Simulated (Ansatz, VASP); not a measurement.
**Hf in VASP and in Ansatz**

The input INCAR:

```
SYSTEM = Hf
PREC = Accurate ; ENCUT = 520
EDIFF = 1E-8 ; ISMEAR = -1
SIGMA = 0.05 ; LREAL = .False.
LASPH = .True. ; NELM = 60
ALGO = Normal ; ISIF = 2
LWAVE = .False. ; LCHARG = .False.
GGA = PE ; LEFG = .True.
NBANDS = 11
```

Contents of KPOINTS:

```
regular mesh
0
Gamma
  14 14 14
  0 0 0
```

The input POSCAR:

```
Hf
1.0
   -1.7674920948      1.7674920948      1.7674920948
    1.7674920948     -1.7674920948      1.7674920948
    1.7674920948      1.7674920948     -1.7674920948
Hf
1
Direct
    0.0000000000      0.0000000000      0.0000000000
```

Input for Ansatz:

```yaml
crystal:
  lattice:
    - [-1.7674920948, 1.7674920948, 1.7674920948]
    - [1.7674920948, -1.7674920948, 1.7674920948]
    - [1.7674920948, 1.7674920948, -1.7674920948]
  atoms:
    - { symbol: Hf, position: [0.0, 0.0, 0.0] }
kpoints:
  mp_grid: { grid: [14, 14, 14] }
  band_path:
    path:
      - [0.0, 0.0, 0.0]
      - [0.5, -0.5, 0.5]
      - [0.0, 0.0, 0.5]
      - [0.0, 0.0, 0.0]
      - [0.25, 0.25, 0.25]
      - [0.5, -0.5, 0.5]
      - [0.25, 0.25, 0.25]
      - [0.0, 0.0, 0.5]
    npoints: 5
scf:
  occupations: { method: fermi_dirac, width: 0.05 }
hamiltonian:
  xc: pbe
  pseudopotentials: { kind: paw }
output:
  forces: true
  stress: true
  eigenvalues: true
  efg: { contact_densities: true }
```

Alike in both runs: task electric field gradients; functional PBE; k mesh 14 × 14 × 14; occupations fermi-dirac, width 0.05 eV; no spin polarisation.

|  | VASP | Ansatz |
| --- | --- | --- |
| version | VASP 6.6.1 | Ansatz 0.2.0 |
| potentials or method | VASP PAW PBE potentials, release 64 (Hf_pv) | PAW with Ansatz's default frozen-core files, scalar-relativistic |
| plane-wave cutoff (eV) | 520 | 420 |
| valence electrons in the cell | 10 | 26 |

Ansatz gave:

- pressure (GPa): 0.9
- Vzz of the field gradient on the site that differs most (V/Å²): 0.0

Task: Which values does VASP return?

Result: Pressure (GPa): 0.6; Vzz of the field gradient on the site that differs most (V/Å²): 0.0.

The two sets of potentials don't hold the same shells in valence. Ansatz warned: «gradients_without_spin_orbit».

The runs have no spin-orbit coupling, so splittings on Hf are missing.
